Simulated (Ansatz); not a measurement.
# BeS: strong compression

How does BeS answer strong compression? Methods of the runs shown: PAW. Its runs: atoms relaxed at the given volume (PAW); volume scaled by 1 (PAW); atoms relaxed at 0.85 of the volume (PAW); volume scaled by 0.85 (PAW); atoms relaxed at 0.8 of the volume (PAW); volume scaled by 0.8 (PAW); atoms relaxed at 0.65 of the volume (PAW); volume scaled by 0.65 (PAW).

The COD entry's cell or inner coordinates are ideal or old and differ from later refinements, so a difference from it is no clean test against experiment.

Method: DFT, PBE, PAW with Ansatz's default frozen-core files, scalar-relativistic, in Ansatz 0.2.0.

## (1) Starting point

Symmetry: F-43m, No. 216, cubic system. The conventional cell has a = 4.850 Å, b = 4.850 Å, c = 4.850 Å, α = 90.00°, β = 90.00°, γ = 90.00°. Around Be (site symmetry -43m) lie 4 S at 2.10 Å. S (site symmetry -43m) is surrounded by 4 Be at 2.10 Å.

Coordinates:

```xyz
2
Lattice="0.0000 2.4250 2.4250 2.4250 0.0000 2.4250 2.4250 2.4250 0.0000" Properties=species:S:1:pos:R:3 pbc="T T T"
Be    0.0000    0.0000    0.0000
S     1.2125    1.2125    1.2125
```

Whether this phase is the stable one at these pressures isn't tested.

Atoms are numbered in the order of the input: Be1, S2.

## (2) Atoms relaxed at the given volume, PAW

input.yaml

```yaml
crystal:
  lattice:
    - [0.0, 2.425, 2.425]
    - [2.425, 0.0, 2.425]
    - [2.425, 2.425, 0.0]
  atoms:
    - { symbol: Be, position: [0.0, 0.0, 0.0] }
    - { symbol: S, position: [0.25, 0.25, 0.25] }
kpoints:
  mp_grid: { grid: [10, 10, 10] }
scf:
  occupations: { method: fermi_dirac, width: 0.03 }
hamiltonian:
  xc: pbe
  pseudopotentials: { kind: paw }
output:
  forces: true
  stress: true
relax:
  f_tol: 0.01
  max_steps: 30
```

Run with:

```bash
$ ansatz run input.yaml --threads 1 --pin off --max-ram 2048MiB --backend cpu --events-out ev --progress --plain --runs-dir out
```

After this run come: Volume scaled by 1, PAW; Atoms relaxed at 0.85 of the volume, PAW; Volume scaled by 0.85, PAW; Atoms relaxed at 0.8 of the volume, PAW; Volume scaled by 0.8, PAW; Atoms relaxed at 0.65 of the volume, PAW; Volume scaled by 0.65, PAW.

Q: Predict the outcome of this session. Wanted: PAW pressure at 0.65 of the volume; fitted bulk modulus at zero pressure.

As calculated:

| quantity | value |
| --- | --- |
| PAW pressure at 0.65 of the volume | 95.1 GPa |
| fitted bulk modulus at zero pressure (PAW) | 93 GPa |
| its pressure derivative | 3.73 |

What this shows: By PAW the pressure climbs to 95 GPa at 0.65 of the first volume. One third-order Birch-Murnaghan curve follows these points (B₀ = 93 GPa, B′ = 3.73, misfit at most 0.01 GPa). A fit over so wide a range leans to the high pressures, so B₀ can be off by several per cent. The gap goes from 3.11 to 1.69 eV. No all-electron run checks these rows here, and frozen cores can fail under such compression. The ions are at rest, and the electrons smeared by 0.03 eV.

The gaps are Kohn-Sham values of a semilocal functional, not quasiparticle or optical gaps. Such gaps usually fall short of the measured ones.
